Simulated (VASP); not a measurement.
# Ge: molecular dynamics with the cell free or held by constraints

Ge, Fd-3m (no. 227), 8 atoms in the cell. PBE, constrained or biased molecular dynamics; PAW potentials Ge (PBE set).

| Held coordinates | Spread of the volume (Å³) | Time (s) |
|---|---|---|
| none | 0.90 | 63 |
| volume held, shape free | 0.00 | 60 |
| angles held, lengths free | 2.36 | 57 |
| lengths in step, angles held | 1.85 | 58 |

Limits: each run has its own random start, so only a spread that vanishes tells of a constraint; the run is only 0.12 ps long, so its averages are rough.

## Input of the first row

INCAR:
```
PREC = Normal
EDIFF = 1E-5
LREAL = F
ALGO = Normal
NELMIN = 4
ISYM = 0
LWAVE = F
LCHARG = F
IBRION = 0
ISIF = 3
TEBEG = 300
POTIM = 2.0
RANDOM_SEED = 344785 0 0
ENCUT = 240
ISMEAR = 0
SIGMA = 0.05
MDALGO = 3
LANGEVIN_GAMMA = 10
LANGEVIN_GAMMA_L = 10
PMASS = 1000
NSW = 60
```

KPOINTS:
```
k-points
0
Gamma
  3 3 3
```

POSCAR:
```
Ge
1.0
    5.6578200000      0.0000000000      0.0000000000
    0.0000000000      5.6578200000      0.0000000000
    0.0000000000      0.0000000000      5.6578200000
Ge
8
Direct
    0.2500000000      0.2500000000      0.2500000000
    0.5000000000      0.0000000000      0.5000000000
    0.2500000000      0.7500000000      0.7500000000
    0.5000000000      0.5000000000      0.0000000000
    0.7500000000      0.2500000000      0.7500000000
    0.0000000000      0.0000000000      0.0000000000
    0.7500000000      0.7500000000      0.2500000000
    0.0000000000      0.5000000000      0.5000000000
```

Commands:
```
cat potpaw_PBE.64/Ge/POTCAR > POTCAR
mpirun -np 4 vasp_std > vasp.out
```

ICONST of row 4:
```
LA 1 2 0
LA 1 3 0
LA 2 3 0
LR 1 0
LR 2 0
LR 3 0
S 1.0 0.0 0.0 0.0 0.0 0.0 0
S 0.0 1.0 0.0 0.0 0.0 0.0 0
S 0.0 0.0 1.0 0.0 0.0 0.0 0
S 0 0 0 1 -1 0 0
S 0 0 0 1 0 -1 0
```

VASP 6.6.1 took 63 s on 4 cores (AMD EPYC 7R43 (Zen 3)), a shared host.
